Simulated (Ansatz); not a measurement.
A crystal relaxed with r2SCAN in Ansatz 0.2.0 has space group Fm-3m (No. 225) and a = 5.089 Å.

| atom | site | x | y | z |
| --- | --- | --- | --- | --- |
| Zr | 4a | 0.0000 | 0.0000 | 0.0000 |
| Xx | 8c | 0.2500 | 0.7500 | 0.7500 |

The r2SCAN gap is indirect, 3.89 eV (X to Γ), below the direct gap of 4.29 eV at X. HSE06 gives an indirect gap of 4.98 eV, from X to Γ; the least direct gap is 5.38 eV at X. With PBE the valence top lies at X and the conduction bottom at Γ, 3.36 eV higher; the smallest vertical gap, at X, is 3.80 eV. Meshes: r2SCAN 8×8×8, HSE06 6×6×6, PBE 8×8×8. r2SCAN's ε∞ is 5.3 in all directions.

Problem. Which element is Xx?
A. Te
B. O
C. S
D. Se

Solution. B. Xx is O: ZrO₂ in the fluorite structure. Around Zr lie 8 O at 2.20 Å; around O lie 4 Zr at 2.20 Å.

(Simulation; spin polarisation is off.)

The meshes of the hybrids are coarse, so their gaps aren't converged to the digits shown.
